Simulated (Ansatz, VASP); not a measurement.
BaTiO3 in VASP and in Ansatz

```
CELL_PARAMETERS angstrom
3.98538 0.00000 0.00000
0.00000 3.98538 0.00000
0.00000 0.00000 4.20188
ATOMIC_POSITIONS crystal
Ba 0.00000 0.00000 0.98937
Ti 0.50000 0.50000 0.47208
O 0.50000 0.50000 0.04085
O 0.50000 0.00000 0.52035
O 0.00000 0.50000 0.52035
```

Alike in both runs: functional PBE; k mesh 6 × 6 × 6; no spin polarisation.

Ansatz relaxed the structure, and its values are those at the end. VASP's run is a single point on that final structure, the one shown.

|  | VASP | Ansatz |
| --- | --- | --- |
| version | VASP 6.6.1 | Ansatz 0.2.0 |
| potentials or method | VASP PAW PBE potentials, release 64 (Ba_sv, Ti_sv, O) | plane waves, PAW |
| plane-wave cutoff (eV) | 520 | 420 |
| occupations | gaussian, width 0.01 eV | fixed |
| valence electrons in the cell | 40 | 40 |

VASP gave:

```
gap on the k mesh at the Fermi level (eV) : 1.79
pressure (GPa)                            : 1.6
rms of the force components (eV/Å)        : 0.033
```

Question: Estimate Ansatz's values.

Answer: gap on the k mesh at the Fermi level (eV): 1.84; pressure (GPa): 0.0; rms of the force components (eV/Å): 0.000.

Caveats: spin-orbit coupling is left out, which moves the levels of the heavy elements. A hybrid or GW would open this gap; PBE tends to underestimate it. A k mesh can miss the band edges.
